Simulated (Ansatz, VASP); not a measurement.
TiC3 in VASP and in Ansatz

```
Ti C
1.0
     0.00000    2.60957    2.60957
     2.60957    0.00000    2.60957
     2.60957    2.60957    0.00000
Ti C
1 3
Direct
  0.00000 0.00000 0.00000
  0.50000 0.50000 0.50000
  0.25000 0.25000 0.25000
  0.75000 0.75000 0.75000
```

Change from the starting cell: species swapped into the Li3Pb type (Fm-3m, No. 225).

Alike in both runs: functional PBE; k mesh 16 × 16 × 16; occupations gaussian, width 0.1 eV; no spin polarisation.

Ansatz relaxed the structure, and its values are those at the end. VASP's run is a single point on that final structure, the one shown.

|  | VASP | Ansatz |
| --- | --- | --- |
| version | VASP 6.6.1 | Ansatz 0.2.0 |
| potentials or method | VASP PAW PBE potentials, release 64 (Ti_sv, C) | scalar-relativistic, plane waves, PAW |
| plane-wave cutoff (eV) | 520 | 420 |
| valence electrons in the cell | 24 | 24 |

Ansatz gave:

* gap on the k mesh at the Fermi level (eV): none
* pressure (GPa): 0.0

Problem. Which values does VASP return?

Solution. gap on the k mesh at the Fermi level (eV): none; pressure (GPa): 0.2.

A gap of «none» marks a metal or a gap that the smearing closes.
